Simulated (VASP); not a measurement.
Wanted: the native input for a VASP 6.6.1 run.

| Property | Result |
| --- | --- |
| Task | single point |
| Functional | PBE |
| Dispersion | D3(BJ) |
| Potentials or basis | VASP PAW PBE potentials, release 64 (Sb) |
| Cutoff | 400 eV |
| k mesh | 6 × 6 × 6 |
| Occupations | gaussian, width 0.02 eV |
| Spin | no spin polarisation |
| Further INCAR settings | ALGO = Fast; EDIFF = 1e-07 |

The structure of Sb lies in POSCAR:

```
Sb
1.0
    2.1542000000      1.2437279500      3.7580000000
   -2.1542000000      1.2437279500      3.7580000000
    0.0000000000     -2.4874559000      3.7580000000
Sb
2
Direct
    0.2334900000      0.2334900000      0.2334900000
    0.7665100000      0.7665100000      0.7665100000
```

One way to write it, as run:

INCAR

```
ALGO = Fast
EDIFF = 1E-7
ENCUT = 400
GGA = PE
ISIF = 2
ISMEAR = 0
IVDW = 12
LASPH = T
LCHARG = F
LREAL = F
LWAVE = F
NELM = 60
PREC = Accurate
SIGMA = 0.02
```

KPOINTS

```
k-points
0
Gamma
  6 6 6
```

Potentials or basis: VASP PAW PBE potentials, release 64 (Sb).

Run with:

```bash
$ cat potpaw_PBE.64/Sb/POTCAR > POTCAR
$ mpirun -np 1 vasp_std > vasp.out
```

It gave:

```yaml
Pressure: 0.3 GPa
Largest_force: 0.104 eV/Å
Band_gap_on_the_k_mesh: none (metal or under the smearing width)
Dispersion_energy_per_atom: -0.473 eV
```

Caveat: pairwise dispersion overbinds metals, which lowers pressure and volume.

Wall time 7.9 s on 1 thread of AMD EPYC 9R45 96-Core Processor (Zen 5) (shared host), peak memory 0.14 GiB.
